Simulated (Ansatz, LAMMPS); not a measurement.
# Site preference of N in place of O in amorphous TiO2 at 3.05 g/cm^3 (84 atoms), part 5 of 5

Aim: make N in place of O at several sites of amorphous TiO2 at 3.05 g/cm^3 (84 atoms), relax each, and compare their energies.

Ansatz 0.2.0; Kohn-Sham DFT, PBE, PAW (set soft_2), plane waves.

The cell: 28 Ti and 56 O. The quench rate of 50 K/ps is orders of magnitude faster than experiment. The network of bonds at the start is that of the classical potential that made the cell. The Brillouin zone is sampled at Γ only, in a cell whose shortest periodic width is 11 Å.

So far. Step 11 (N on a site of O, site O63): The relaxation converged after 6 steps, 0.172 eV below its start, with a largest force component of 0.037 eV/Å.

## (12) N on a site of O, site O33

The site has 2 bonded neighbours (Ti2) at 1.83 Å on average. 

File input.yaml:

```yaml
crystal:
  lattice:
    - [10.6745, 0.0, 0.0]
    - [0.0, 10.6745, 0.0]
    - [0.0, 0.0, 10.6745]
  atoms:
    [... atom lines 1 to 29 left out ...]
    - { symbol: O, position: [0.66583, 0.44007, 0.72204] }
    - { symbol: O, position: [0.1754, 0.65952, 0.24281] }
    - { symbol: O, position: [0.01279, 0.45063, 0.24051] }
    - { symbol: "N", position: [0.30338, 0.06651, 0.58103], spin: 0.6 }
    - { symbol: O, position: [0.62149, 0.94094, 0.82958] }
    - { symbol: O, position: [0.97904, 0.2702, 0.45477] }
    - { symbol: O, position: [0.74718, 0.8272, 0.30506] }
    [... atom lines 37 to 84 left out ...]
magnetization:
  spin_polarized: true
kpoints:
  mp_grid: { grid: [1, 1, 1] }
hamiltonian:
  xc: pbe
scf:
  occupations: { method: fermi_dirac, width: 0.025 }
  lower_state_search: "off"
output:
  forces: true
  eigenvalues: true
relax:
  f_tol: 0.05
  max_steps: 90
```

Run with:

```sh
$ ansatz run input.yaml --threads 4 --pin off --max-ram 8192MiB --backend cpu --events-out ev --progress --plain --runs-dir out
```

Numbers of over 12 decimals in the logs are rounded to 6 here.

What it wrote:

```text
[...]
Crystal: 84 atoms, lattice volume = 1216.305 Å³
Basis set: ecut = 420 eV, 23847 PW (Γ), exchange–correlation on 144×144×144 points (8 copies of the dense FFT grid, shifted against one another)
Bands: 421, of which v1, the nominal top of the filled ones, is band 336 counted from 1 (335 counted from 0)
Symmetry: 1 space group operations
[...]
k-points: 1
[...]
Starting moments: Σ|m| = 1.8 μB on 3 of 84 sites
[...]
SCF iter   1: F=—  HF=-101705.903684 eV  |F-HF|=—  |Δ(HF+E_count)|=         —  Δρ=3.48e-2 (↑2.93e-2 ↓3.48e-2)  dr2=7.56e1  dr2_m=5.55e-1  M=0.011 μB ∫|m|=0.492 μB  β_m=0.30  ethr=3.10e-3  ⟨swp⟩=4.0  Hψ=3024  notcnv=0  defer=97
[...]
SCF iter   3: F=—  HF=-101690.272377 eV  |F-HF|=—  |Δ(HF+E_count)|=    5.16e0  Δρ=1.31e-2 (↑1.20e-2 ↓1.31e-2)  dr2=8.48e0  dr2_m=2.36e-1  M=1.000 μB ∫|m|=1.092 μB  β_m=0.30  ethr=3.10e-3  ⟨swp⟩=2.0  Hψ=1320  notcnv=0  defer=158
[...]
SCF iter   8: F=—  HF=-101689.551274 eV  |F-HF|=—  |Δ(HF+E_count)|=   5.51e-2  Δρ=1.39e-3 (↑1.39e-3 ↓1.39e-3)  dr2=8.29e-3  dr2_m=1.97e-2  M=1.000 μB ∫|m|=1.098 μB  β_m=0.30  ethr=5.57e-6  ⟨swp⟩=2.0  Hψ=1253  notcnv=0  defer=158
[...]
SCF iter  10: F=—  HF=-101689.581544 eV  |F-HF|=—  |Δ(HF+E_count)|=   1.97e-2  Δρ=1.97e-4 (↑1.97e-4 ↓1.86e-4)  dr2=1.92e-3  dr2_m=9.15e-5  M=1.000 μB ∫|m|=1.155 μB  β_m=0.64  ethr=8.55e-7  ⟨swp⟩=3.0  Hψ=1567  notcnv=0  defer=158
[...]
SCF iter  13: F=-101689.582238 eV  HF=-101689.582244 eV  |F-HF|=6.04e-6  |Δ(HF+E_count)|=   7.75e-5  Δρ=3.37e-5 (↑2.55e-5 ↓3.37e-5)  dr2=6.20e-5  dr2_m=1.34e-6  M=1.000 μB ∫|m|=1.162 μB  β_m=0.70  ethr=9.31e-9  ⟨swp⟩=11.0  Hψ=3885  notcnv=0
SCF iter  14: F=-101689.582256 eV  HF=-101689.582260 eV  |F-HF|=3.85e-6  |Δ(HF+E_count)|=   1.57e-5  Δρ=1.78e-5 (↑1.78e-5 ↓1.46e-5)  dr2=1.57e-5  dr2_m=5.47e-7  M=1.000 μB ∫|m|=1.162 μB  ethr=9.24e-9  ⟨swp⟩=2.0  Hψ=2366  notcnv=0
SCF 1 converged in 14 iterations: F = -101689.582256 eV  dr2 = 1.57e-5
[...]
relax step   1: F+E_penalty+E_count = -101689.58225577 eV  Δ(F+E_penalty+E_count) = +0.000e0 eV  max|allowed force component| = 1.853e0 eV/Å  Δτ_max = 0.0000 Å  (14 SCF iters, dr2 threshold 6.25e-5 eV, accepted)
[... from here on, the SCF cycles and remarks between the steps are left out ...]
relax step   2: F+E_penalty+E_count = -101689.73782883 eV  Δ(F+E_penalty+E_count) = -1.556e-1 eV  max|allowed force component| = 8.320e-1 eV/Å  Δτ_max = 0.0620 Å  (7 SCF iters, dr2 threshold 1.00e-4 eV, accepted)
relax step   3: F+E_penalty+E_count = -101689.77877248 eV  Δ(F+E_penalty+E_count) = -4.094e-2 eV  max|allowed force component| = 1.734e-1 eV/Å  Δτ_max = 0.0445 Å  (7 SCF iters, dr2 threshold 4.33e-5 eV, accepted)
relax step   4: F+E_penalty+E_count = -101689.78618253 eV  Δ(F+E_penalty+E_count) = -7.410e-3 eV  max|allowed force component| = 1.508e-1 eV/Å  Δτ_max = 0.0180 Å  (10 SCF iters, accepted)
relax step   5: F+E_penalty+E_count = -101689.78155821 eV  Δ(F+E_penalty+E_count) = +4.624e-3 eV  max|allowed force component| = 3.918e-1 eV/Å  Δτ_max = 0.1188 Å  (12 SCF iters, rejected (line search))
relax step   6: F+E_penalty+E_count = -101689.79776583 eV  Δ(F+E_penalty+E_count) = -1.158e-2 eV  max|allowed force component| = 9.500e-2 eV/Å  Δτ_max = 0.0582 Å  (12 SCF iters, accepted)
relax step   7: F+E_penalty+E_count = -101689.79935653 eV  Δ(F+E_penalty+E_count) = -1.591e-3 eV  max|allowed force component| = 5.694e-2 eV/Å  Δτ_max = 0.0336 Å  (8 SCF iters, dr2 threshold 3.58e-6 eV, accepted)
relax step   8: F+E_penalty+E_count = -101689.80029017 eV  Δ(F+E_penalty+E_count) = -9.336e-4 eV  max|allowed force component| = 6.288e-2 eV/Å  Δτ_max = 0.0153 Å  (10 SCF iters, accepted)
relax step   9: F+E_penalty+E_count = -101689.80086216 eV  Δ(F+E_penalty+E_count) = -5.720e-4 eV  max|allowed force component| = 1.657e-2 eV/Å  Δτ_max = 0.0036 Å  (8 SCF iters, accepted)
SCF converged after 8 iterations
Magnetization: 1.0000 μB (336.0000 up, 335.0000 down)
Absolute magnetization: 1.1801 μB (∫|ρ↑−ρ↓|, with the PAW one-centre terms)
[...]
Per-site moments (μB) at R_I (Å): [(-0.000676205, 0.737528), (7.937640020231163e-5, 0.749113), (1.7983361320639936e-5, 0.744094), (-0.000572029, 0.728375), (-3.416464159251243e-5, 0.750835), [...]
Free energy (F): -101689.800862 eV
[...]
Internal energy: -101689.800862 eV  (E = F + TS)
E sigma→0 (E₀):  -101689.800862 eV
Fermi energy:    5.119338 eV
[...]
Σ components = -101689.800862   (vs F -101689.800862, Δ=0.00e0)
--- Forces (eV/Å), atoms counted from 1 ---
  atom   1  Ti     0.00310637     0.00214351     0.00682422
  atom   2  Ti    -0.00741741    -0.00486240     0.00308330
  atom   3  Ti     0.00249770    -0.00459875    -0.00354218
  atom   4  Ti     0.00145089     0.00290334     0.00232338
[...]
atom  84  O     -0.00236976    -0.00054266    -0.00039598
  max |Σ_I F_I| component: 1.12e-5 eV/Å
--- Band table (eV) ---
[...]
--- Relaxed structure (9 steps of the walk, 8 accepted, 0 SCFs on fresh bases) ---
  F+E_penalty+E_count = -101689.80086216 eV   max|allowed force component| = 1.657e-2 eV/Å
  atoms:
    - { symbol: Ti, position: [0.205219, 0.862099, 0.911507] }
    - { symbol: Ti, position: [0.149439, 0.670228, 0.672393] }
    - { symbol: Ti, position: [0.045687, 0.00908258, 0.176265] }
    - { symbol: Ti, position: [0.867657, 0.149211, 0.509530] }
[...]
- { symbol: O, position: [0.796135, 0.094609, 0.370726] }
```

It took 8.3 min on 4 threads of Intel Xeon at 2.50GHz (Skylake/Cascade Lake), shared host; peak memory 2.8 GiB; 31 min of CPU time.

The relaxation converged after 9 steps, 0.219 eV below its start, with a largest force component of 0.017 eV/Å.

A closer look about the N atom, after relaxation: 11 atoms, nearest first, numbered in the order of the input, with positions taken from that point.

```
atom      x      y      z  distance (Å)  bonds  moment (μB)
 N33   0.00   0.00   0.00          0.00      2         0.55
Ti13   1.83  -0.16  -0.40          1.88      5        -0.03
 Ti7  -1.80  -0.01   0.69          1.93      4         0.00
 O39   1.13  -1.61  -1.73          2.62      3         0.04
 O53   2.30   0.90   1.03          2.67      2         0.08
 O55  -2.06   1.54   1.56          3.01      2         0.02
 O43  -1.83  -1.06   2.15          3.02      2         0.00
 O49   2.35   0.59  -2.08          3.19      3         0.00
 O63  -3.21  -0.34  -0.51          3.27      3         0.03
 O38   2.72  -1.80   0.31          3.28      4         0.00
 O64  -1.94  -2.75  -0.35          3.38      2         0.00
```

The column of bonds counts only the pairs O-Ti within 2.64 Å, Ti-N within 2.70 Å; other neighbours, such as metal atoms beside each other in a compound, aren't counted, and periodic images can show an atom twice.

The largest move is 0.15 Å, by N33.

## (13) The sites compared

All these cells hold the same atoms, so their energies can be compared with no chemical potential.

```
site  neighbours  mean distance (Å)  atoms within 6 Å  energy over the best site (eV)  before relaxation (eV)  gain on relaxing (eV)  moment (μB)
 O38         Ti4               2.16                60                            0.00                    0.00                   0.36          1.0
 O63         Ti3               1.99                68                            0.31                    0.11                   0.17          1.0
 O33         Ti2               1.83                65                            0.55                    0.41                   0.22          1.0
 O74         Ti2               1.83                66                            0.60                    0.59                   0.35          1.0
 O43         Ti2               1.79                62                            0.65                    0.53                   0.24          1.0
 O42         Ti2               1.83                63                            0.66                    0.51                   0.22          1.0
 O39         Ti3               1.96                65                            0.72                    0.51                   0.16          1.0
 O48         Ti2               1.82                65                            0.85                    0.69                   0.20          1.0
```

Neighbours are those of the relaxed host within 2.64 Å (O-Ti); other pairs aren't counted.

## (14) What came out

The cheapest site is O38 (4 neighbours, Ti4); the dearest, O48 (2 neighbours, Ti2), costs 0.85 eV more. By coordination the energies over the best site are 0.55 to 0.85 eV with 2 neighbours, 0.31 to 0.72 eV with 3 neighbours and 0.00 eV with 4 neighbours. Relaxation gains 0.16 to 0.36 eV and leaves the best site the same.

**Limits.** Defects are neutral and interact with their images. The reference ran with fermi-dirac smearing of 0.025 eV, but 8 of the 8 defect cells with fermi-dirac smearing of 0.025 eV, spin polarised. In a disordered cell the relaxation can also rearrange atoms far from the site. In the spin-polarised runs the search for a state of lower energy was switched off. Only 8 of the 56 O sites were tried; unless symmetry makes the others alike to these, a cheaper one may exist. A local or semilocal functional tends to spread out the unpaired spin of such defects.

The DFT runs together took 82 min of wall time.

[Logs are printed without paths, hosts, clocks, repeated set-up lines and the standing remarks that a program may print on its own settings, such as how far it seeks lower states.]

[Hosts, paths, dates, database ids (printed as entryN), source tags and the programs' standing remarks are cut or masked in the printed files.]
